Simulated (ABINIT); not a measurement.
# A GW chain in ABINIT: KBr (Fm-3m), part 2 of 2

Wanted: ground state, empty states, screening and self-energy for KBr (Fm-3m).

ABINIT 10.8.3; PBE and many-body steps on it, plane waves. Known limits of the many-body steps: not at the basis limit; screening head approximate.

So far. Step 2 (Ground state): The gap is direct, at Γ. Step 3 (Bands along the symmetry lines): The gap is 4.274 eV, as in the run before at this level.

**4. Empty states on the mesh, 4×4×4 mesh, 322 bands**

Level of this step: DFT, PBE with spin-orbit coupling, plane waves, norm-conserving pseudopotentials (ABINIT).

The sums over transitions need many empty states on a uniform mesh; this step solves for them.

Input file run.abi:

```
acell 3*1.0 Angstrom
rprim 
  0.000000000000 3.300000000000 3.300000000000
  3.300000000000 0.000000000000 3.300000000000
  3.300000000000 3.300000000000 0.000000000000
ntypat 2
znucl 19 35
natom 2
typat 1 2
xred 
  0.000000000000 0.000000000000 0.000000000000
  0.500000000000 0.500000000000 0.500000000000
pp_dirpath "pseudos"
pseudos "K.upf, Br.upf"
ecut 33
nspinor 2
ngkpt 4 4 4
nshiftk 1
shiftk 0 0 0
kptopt 1
chksymbreak 0
iscf -2
irdden 1
istwfk *1
nband 322
nbdbuf 28
tolwfr 1e-09
nstep 60
prtvol 0
indata_prefix "in"
outdata_prefix "out"
tmpdata_prefix "tmp"
```

Command:

```console
OMP_NUM_THREADS=1 mpirun -n 4 abinit run.abi > log
```

Numbers of over 12 decimals in the logs are rounded to 6 here.

The log of the run:

```text
.Version 10.8.3 of ABINIT. v10.8.2 released Aug 2026.

 Symmetries : space group Fm -3 m (#225); Bravais cF (face-center cubic)
[... echo of the input left out ...]
== DATASET  1 ==================================================================
-   mpi_nproc: 4, omp_nthreads: 1 (-1 if OMP is not activated)

--- !DatasetInfo
iteration_state: {dtset: 1, }
dimensions: {natom: 2, nkpt: 8, mband: 322, nsppol: 1, nspinor: 2, nspden: 1, mpw: 4477, }
cutoff_energies: {ecut:  33.0, pawecutdg:  -1.0, }
electrons: {nelect:   1.60000000E+01, charge:   0.00000000E+00, occopt:   1.00000000E+00, tsmear:   1.00000000E-02, }

 Real(R)+Recip(G) space primitive vectors, cartesian coordinates (Bohr,Bohr^-1):
 R(1)=  0.0000000  6.2360962  6.2360962  G(1)= -0.0801784  0.0801784  0.0801784
 R(2)=  6.2360962  0.0000000  6.2360962  G(2)=  0.0801784 -0.0801784  0.0801784
 R(3)=  6.2360962  6.2360962  0.0000000  G(3)=  0.0801784  0.0801784 -0.0801784
 Unit cell volume ucvol=  4.8502979E+02 bohr^3
 Angles (23,13,12)=  6.00000000E+01  6.00000000E+01  6.00000000E+01 degrees

 getcut: wavevector=  0.0000  0.0000  0.0000  ngfft=  48  48  48
         ecut(hartree)=     33.000   => boxcut(ratio)=   2.10471

--- Pseudopotential description ------------------------------------------------
- K Generated using ONCVPSP code by D. R. Hamann
- 19.00000   9.00000  180418                  znucl, zion, pspdat
12 -101130 2 -1 2222                          pspcod,pspxc,lmax,lloc,mmax
     nproj     2     3     2     0
     spin-orbit psp
        nprojso     3     4     0
  pspatm : epsatm=    8.42858871
         --- l  ekb(1:nproj) -->
             0    0.806288   10.869902
             1    4.378793    0.553430    0.000047
             2   -3.405517   -1.029007
  spin-orbit 1    0.035097   -0.028470    0.003405
  spin-orbit 2    0.002517    0.000596   -0.000210   -0.000061
 pspatm: atomic psp has been read  and splines computed

- Br Generated using ONCVPSP code by D. R. Hamann
- 35.00000   7.00000  180423                  znucl, zion, pspdat
12 -101130 2 -1 1110                          pspcod,pspxc,lmax,lloc,mmax
     nproj     2     3     3     0
     spin-orbit psp
        nprojso     4     4     0
  pspatm : epsatm=   11.65225461
         --- l  ekb(1:nproj) -->
             0    0.878030    8.455347
             1    5.296960    0.884184    0.010490
             2    2.601663    0.386433    0.000588
  spin-orbit 1    0.408712   -0.253934    0.061012   -0.000372
  spin-orbit 2    0.108928   -0.011508    0.005488   -0.000068
 pspatm: atomic psp has been read  and splines computed

--------------------------------------------------------------------------------

================================================================================
 prteigrs : about to open file out_EIG
 Non-SCF case, kpt    1 (  0.00000  0.00000  0.00000), residuals and eigenvalues=
  2.45E-10  4.06E-10  2.46E-10  3.54E-10  9.58E-11  7.09E-10  1.30E-10  5.31E-10
  6.10E-10  9.78E-10  2.96E-10  5.56E-10  1.97E-10  3.10E-10  4.09E-10  5.41E-10
  1.58E-10  2.64E-10  1.77E-10  3.70E-10  4.56E-10  5.82E-10  3.20E-10  5.08E-10
[...]
2.05E-08  4.67E-08
 -1.0210E+00 -1.0210E+00 -4.5187E-01 -4.5187E-01 -4.2038E-01 -4.2038E-01
 -4.1061E-01 -4.1061E-01 -4.1061E-01 -4.1061E-01 -1.2540E-02 -1.2540E-02
  5.6379E-03  5.6379E-03  5.6379E-03  5.6379E-03  1.6272E-01  1.6272E-01
[...]
3.2340E+00  3.2340E+00  3.2340E+00  3.2340E+00  3.2340E+00  3.2340E+00
  3.2855E+00  3.2855E+00  3.2855E+00  3.2855E+00  3.2865E+00  3.2877E+00
  3.3018E+00  3.3018E+00  3.3018E+00  3.3018E+00
 prteigrs : prtvol=0 or 1, do not print more k-points.

--- !ResultsGS
iteration_state: {dtset: 1, }
comment   : Summary of ground state results
lattice_vectors:
- [  0.0000000,   6.2360962,   6.2360962, ]
- [  6.2360962,   0.0000000,   6.2360962, ]
- [  6.2360962,   6.2360962,   0.0000000, ]
lattice_lengths: [   8.81917,    8.81917,    8.81917, ]
lattice_angles: [ 60.000,  60.000,  60.000, ] # degrees, (23, 13, 12)
lattice_volume:   4.8502979E+02
convergence: {deltae:  0.000E+00, res2:  0.000E+00, residm:  9.985E-10, diffor:  0.000E+00, }
etotal    :  -4.59173479E+01
entropy   :   0.00000000E+00
fermie    :   5.63787444E-03
cartesian_stress_tensor: null
pressure_GPa: null
xred      :
- [  0.0000E+00,   0.0000E+00,   0.0000E+00,  K]
- [  5.0000E-01,   5.0000E-01,   5.0000E-01, Br]
cartesian_forces: null
force_length_stats: {min: null, max: null, mean: null, }

 Integrated electronic density in atomic spheres:
 ------------------------------------------------
 Atom  Sphere_radius  Integrated_density
    1        2.00000          6.94457766
    2        2.00000          4.26090112
================================================================================

 ----iterations are completed or convergence reached----

 Mean square residual over all n,k,spin=   41.866E-11; max=  99.851E-11
 reduced coordinates (array xred) for    2 atoms
       0.000000000000      0.000000000000      0.000000000000
       0.500000000000      0.500000000000      0.500000000000

 cartesian coordinates (angstrom) at end:
    1      0.000000     0.000000     0.000000
    2      3.300000     3.300000     3.300000
 length scales=  1.889726125908  1.889726125908  1.889726125908 bohr
              =  1.000000000000  1.000000000000  1.000000000000 angstroms
 prteigrs : about to open file out_EIG
 Eigenvalues (hartree) for nkpt=   8  k points:
 kpt#   1, nband=322, wtk=  0.01563, kpt=  0.0000  0.0000  0.0000 (reduced coord)
[...]
3.19209    3.19209    3.23402    3.23402    3.23402    3.23402    3.23402    3.23402
   3.28553    3.28553    3.28553    3.28553    3.28655    3.28765    3.30180    3.30181
   3.30183    3.30183
 prteigrs : prtvol=0 or 1, do not print more k-points.

== END DATASET(S) ==============================================================
================================================================================

 -outvars: echo values of variables after computation  --------
            nband         322
             nkpt           8
          spgroup         225
 [... the other variables as echoed above ...]

 Calculation completed.
```

Elapsed: 6.9 min, on 4 MPI ranks of Arm Neoverse V1, shared host; peak memory 0.71 GiB; 28 min of CPU time.

Numbers from this step:

| Item | Value |
| --- | --- |
| gap | 4.274 eV |
| k of the valence top | 0, 0, 0 |
| k of the conduction bottom | 0, 0, 0 |
| least direct gap | 4.274 eV |
| k points computed | 8 |
| lowest point of the top converged band, above the valence top | 85.2974 eV |

On this mesh the gap is 4.274 eV.

**5. Screening, 4×4×4 mesh, 294 bands, screening to 149.7 eV**

The RPA dielectric matrix is built and inverted for each q.

This step: RPA screening on PBE with spin-orbit coupling, plane waves, norm-conserving pseudopotentials.

run.abi, as its differences from that of step 4:

```diff
@@ -21,10 +21,11 @@
 chksymbreak 0
-iscf -2
-irdden 1
 istwfk *1
-nband 322
-nbdbuf 28
-tolwfr 1e-09
-nstep 60
-prtvol 0
+occopt 1
+irdwfk 1
+optdriver 3
+nband 294
+ecuteps 5.5
+inclvkb 0
+awtr 1
+symchi 1
 indata_prefix "in"
```

The log of the run:

```text
.Version 10.8.3 of ABINIT. v10.8.2 released Aug 2026.

 Symmetries : space group Fm -3 m (#225); Bravais cF (face-center cubic)
[... echo of the input left out ...]
== DATASET  1 ==================================================================
-   mpi_nproc: 4, omp_nthreads: 1 (-1 if OMP is not activated)

--- !DatasetInfo
iteration_state: {dtset: 1, }
dimensions: {natom: 2, nkpt: 8, mband: 294, nsppol: 1, nspinor: 2, nspden: 1, mpw: 4477, }
cutoff_energies: {ecut:  33.0, pawecutdg:  -1.0, }
electrons: {nelect:   1.60000000E+01, charge:   0.00000000E+00, occopt:   1.00000000E+00, tsmear:   1.00000000E-02, }

 SCREENING: Calculation of the susceptibility and dielectric matrices

 Based on a program developped by R.W. Godby, V. Olevano, G. Onida, and L. Reining.
 Incorporated in ABINIT by V. Olevano, G.-M. Rignanese, and M. Torrent.
.Using double precision arithmetic ; gwpc =  8

[... cell and pseudopotentials left out ...]
--------------------------------------------------------------------------------

 ==== K-mesh for the wavefunctions ====
 Number of points in the irreducible wedge :     8
[... list of points left out ...]
 Together with 48 symmetry operations and time-reversal symmetry
 yields    64 points in the full Brillouin Zone.

 ==== Q-mesh for the screening function ====
 Number of points in the irreducible wedge :     8
[... list of points left out ...]
 Together with 48 symmetry operations and time-reversal symmetry
 yields    64 points in the full Brillouin Zone.

 setmesh: FFT mesh size selected  =    36x   36x   36
          total number of points  =        46656

 vcoul_init : cutoff-mode = AUXILIARY_FUNCTION
 q-points for optical limit:   1
     1)      0.000010    0.000020    0.000030

- screening: taking advantage of time-reversal symmetry
- Maximum band index for partially occupied states nbvw = 16
- Remaining bands to be divided among processors   nbcw = 278
- Number of bands treated by each node ~69

 Number of electrons calculated from density =   16.0000; Expected =   16.0000
 average of density, n =  0.032988
 r_s =    1.9343
 omega_plasma =   17.5199 [eV]

 calculating chi0 at frequencies [eV] :
  1    0.000000E+00    0.000000E+00
  2    0.000000E+00    1.751989E+01

--------------------------------------------------------------------------------
  q-point number  1        q = ( 0.000000, 0.000000, 0.000000) [r.l.u.]
--------------------------------------------------------------------------------
[... chi0 elements left out ...]
 For q-point:  0.000010 0.000020 0.000030
  dielectric constant =   2.4060
  dielectric constant without local fields =   2.9167

  Average fulfillment of the sum rule on Im[epsilon] for q-point    1 :     80.17  [%]
[... wings left out ...]
  q-point number  2        q = ( 0.250000, 0.000000, 0.000000) [r.l.u.]
--------------------------------------------------------------------------------
[... chi0 elements left out ...]
  Average fulfillment of the sum rule on Im[epsilon] for q-point    2 :     86.25  [%]

 [... 6 further q-points ...]
```

Run time: 7.5 min. Hardware: 4 MPI ranks; peak memory 4.7 GiB; 30 min of CPU time.

Numbers from this step:

* ε∞ with local fields, on this mesh, along the program's q direction: 2.406
* the same without local fields: 2.917
* plasma frequency: 17.52 eV
* plane waves in the screening matrix: 307

Local fields lower ε∞ by 18 %.

**6. Self-energy, 4×4×4 mesh, 294 bands, screening to 149.7 eV**

The self-energy is evaluated for the states that the input lists, and the levels follow from it, in one-shot runs by the linearised quasiparticle equation.

This step: G0W0 on PBE with spin-orbit coupling, plane waves, norm-conserving pseudopotentials.

run.abi, as its differences from that of step 5:

```diff
@@ -24,8 +24,15 @@
 irdwfk 1
-optdriver 3
+optdriver 4
 nband 294
+gwcalctyp 0
+ecutsigx 33
+symsigma 0
+nkptgw 1
+kptgw 
+  0.0000000000 0.0000000000 0.0000000000
+bdgw 
+  13 22
 ecuteps 5.5
-inclvkb 0
-awtr 1
-symchi 1
+irdscr 1
+ppmodel 1
 indata_prefix "in"
```

The log of the run:

```text
.Version 10.8.3 of ABINIT. v10.8.2 released Aug 2026.

 Symmetries : space group Fm -3 m (#225); Bravais cF (face-center cubic)
[... echo of the input left out ...]
== DATASET  1 ==================================================================
-   mpi_nproc: 4, omp_nthreads: 1 (-1 if OMP is not activated)

--- !DatasetInfo
iteration_state: {dtset: 1, }
dimensions: {natom: 2, nkpt: 8, mband: 294, nsppol: 1, nspinor: 2, nspden: 1, mpw: 4477, }
cutoff_energies: {ecut:  33.0, pawecutdg:  -1.0, }
electrons: {nelect:   1.60000000E+01, charge:   0.00000000E+00, occopt:   1.00000000E+00, tsmear:   1.00000000E-02, }

 SIGMA: Calculation of the GW corrections

 Based on a program developped by R.W. Godby, V. Olevano, G. Onida, and L. Reining.
 Incorporated in ABINIT by V. Olevano, G.-M. Rignanese, and M. Torrent.
.Using double precision arithmetic ; gwpc =  8

[... cell and pseudopotentials left out ...]
--------------------------------------------------------------------------------

 ==== K-mesh for the wavefunctions ====
 Number of points in the irreducible wedge :     8
[... list of points left out ...]
 Together with 48 symmetry operations and time-reversal symmetry
 yields    64 points in the full Brillouin Zone.

 ==== Q-mesh for screening function ====
 Number of points in the irreducible wedge :     8
[... list of points left out ...]
 Together with 48 symmetry operations and time-reversal symmetry
 yields    64 points in the full Brillouin Zone.

 vcoul_init : cutoff-mode = AUXILIARY_FUNCTION
 q-points for optical limit:   1
     1)      0.000010    0.000020    0.000030
 setmesh: FFT mesh size selected  =    45x   45x   45
          total number of points  =        91125

 Number of electrons calculated from density =   16.0000; Expected =   16.0000
 average of density, n =  0.032988
 r_s =    1.9343
 omega_plasma =   17.5199 [eV]

 === KS Band Gaps ===
  >>>> For spin  1
   Minimum direct gap =   4.2745 [eV], located at k-point      :   0.0000  0.0000  0.0000
   Fundamental gap    =   4.2745 [eV], Top of valence bands at :   0.0000  0.0000  0.0000
                                       Bottom of conduction at :   0.0000  0.0000  0.0000
 SIGMA fundamental parameters:
 PLASMON POLE MODEL  1
 number of plane-waves for SigmaX                 4477
 number of plane-waves for SigmaC and W            307
 number of plane-waves for wavefunctions          4477
 number of bands                                   294
 number of independent spin polarizations            1
 number of spinorial components                      2
 number of k-points in IBZ                           8
 number of q-points in IBZ                           8
 number of symmetry operations                      48
 number of k-points in BZ                           64
 number of q-points in BZ                           64
 number of frequencies for dSigma/dE                 9
 frequency step for dSigma/dE [eV]                0.25
 number of omega for Sigma on real axis              0
 max omega for Sigma on real axis  [eV]           0.00
 zcut for avoiding poles [eV]                     0.10

 EPSILON^-1 parameters (SCR file):
 dimension of the eps^-1 matrix on file            307
 dimension of the eps^-1 matrix used               307
 number of plane-waves for wavefunctions          4477
 number of bands                                   294
 number of q-points in IBZ                           8
 number of frequencies                               2
 number of real frequencies                          1
 number of imag frequencies                          1

 matrix elements of self-energy operator (all in [eV])

 Perturbative Calculation

--- !SelfEnergy_ee
iteration_state: {dtset: 1, }
kpoint     : [   0.000,    0.000,    0.000, ]
spin       : 1
KS_gap     :    4.275
QP_gap     :    6.713
Delta_QP_KS:    2.438
data: !SigmaeeData |
     Band     E0 <VxcDFT>   SigX SigC(E0)      Z dSigC/dE  Sig(E)    E-E0       E
       13   0.153 -12.708 -16.470   1.566   0.817  -0.224 -14.501  -1.793  -1.640
       14   0.153 -12.708 -16.476   1.568   0.817  -0.224 -14.505  -1.797  -1.644
       15   0.153 -12.708 -16.479   1.569   0.817  -0.224 -14.508  -1.799  -1.646
       16   0.153 -12.708 -16.469   1.566   0.817  -0.224 -14.501  -1.793  -1.640
       17   4.428  -6.663  -3.092  -2.826   0.866  -0.154  -6.018   0.645   5.073
       18   4.428  -6.663  -3.092  -2.826   0.866  -0.154  -6.018   0.645   5.073
       19   7.596  -8.412  -3.759  -3.010   0.860  -0.162  -6.998   1.414   9.010
       20   7.596  -8.412  -3.759  -3.009   0.860  -0.162  -6.998   1.414   9.010
       21   7.596  -8.412  -3.760  -3.009   0.860  -0.162  -6.998   1.414   9.010
       22   7.596  -8.412  -3.760  -3.009   0.860  -0.162  -6.998   1.414   9.010

== END DATASET(S) ==============================================================
================================================================================

 -outvars: echo values of variables after computation  --------
           etotal      0.0000000000E+00
            nband         294
             nkpt           8
          spgroup         225
 [... the other variables as echoed above ...]

 Calculation completed.
```

The job ended after 8.3 min (4 MPI ranks; peak memory 4.3 GiB; 33 min of CPU time).

Numbers from this step:

```
G0W0 gap on the points computed              : 6.713 eV
starting gap on the mesh                     : 4.274 eV
k of the valence top                         : 0, 0, 0
k of the conduction bottom                   : 0, 0, 0
Z at the valence top                         : 0.817
Z at the conduction bottom                   : 0.866
least direct G0W0 gap on the computed points : 6.713 eV
```

The gap on the mesh goes from 4.27 eV to 6.71 eV, a correction of +2.44 eV.

Limits: finite bands, cutoff and mesh; screening head approximate. v1 is the top filled band, c1 the lowest empty one. Levels before and after the correction, in eV, zero at the valence-band top of each column:

```
           conduction bottom  valence top
Kohn-Sham               4.27         0.00
     G0W0               6.71         0.00
```

```
             level  energy (eV)
Kohn-Sham     Γ v4        0.000
Kohn-Sham  Γ v3-v2        0.000
Kohn-Sham     Γ v1        0.000
Kohn-Sham  Γ c1-c2        4.274
Kohn-Sham  Γ c3-c6        7.443
     G0W0     Γ v4        0.000
     G0W0  Γ v3-v2       -0.004
     G0W0     Γ v1        0.000
     G0W0  Γ c1-c2        6.713
     G0W0  Γ c3-c6       10.650
```

**7. Where the time went**

Times are wall times on 4 MPI ranks of Arm Neoverse V1, shared host, good to a factor of about two.

```
                          step     time  share  memory (GiB)
                  ground state     25 s    2 %           0.4
bands along the symmetry lines     68 s    5 %          0.39
      empty states on the mesh  6.9 min   28 %          0.71
                     screening  7.5 min   31 %           4.7
                   self-energy  8.3 min   34 %           4.3
```

**8. Outcome**

```
PBE gap              : 4.27 eV, direct
G0W0 gap on the mesh : 6.71 eV
GW settings          : 4×4×4 mesh, 294 bands, screening to 149.7 eV, Godby-Needs plasmon pole
known limits         : not at the basis limit; screening head approximate
```

In words: G0W0 moves the gap on the mesh from 4.27 eV to 6.71 eV (+2.44 eV), with Z of 0.82 and 0.87 at the edges. Local fields lower the RPA ε∞ on this mesh from 2.92 to 2.41. Only 1 of the mesh's irreducible points was corrected, so a valley elsewhere could overtake. Bands and cutoff are finite, so the gap is not at the basis limit. The miss can reach some tenths of an eV and take either sign; the mesh is an error of its own. In the G0W0 run levels were corrected at 1 k point alone, so a gap called «on the mesh» is the least over those, and an edge elsewhere would be missed. The long-wavelength limit of the screening leaves out the non-local commutator, which shifts ε∞.

[Paths, hosts, dates, memory and timing lines, banners, echoed tables and standing remarks are left out of the program output.]

[Logs are printed without paths, hosts, clocks, repeated set-up lines and the standing remarks that a program may print on its own settings, such as how far it seeks lower states.]

[Runs of the session that timed out or met a known fault of the program may be left out.]

[Hosts, paths, dates, database ids (printed as entryN), source tags and the programs' standing remarks are cut or masked in the printed files.]

[G0W0 gaps are taken among the corrected bands and points alone; a level outside them can change the order at an edge.]

[Where Ansatz stands beside ABINIT at settings called matched, ABINIT's density can come from a denser mesh and the files from another edition; pairs whose starting gaps differed by over 0.03 eV were left out, so agreement reads better than it is.]
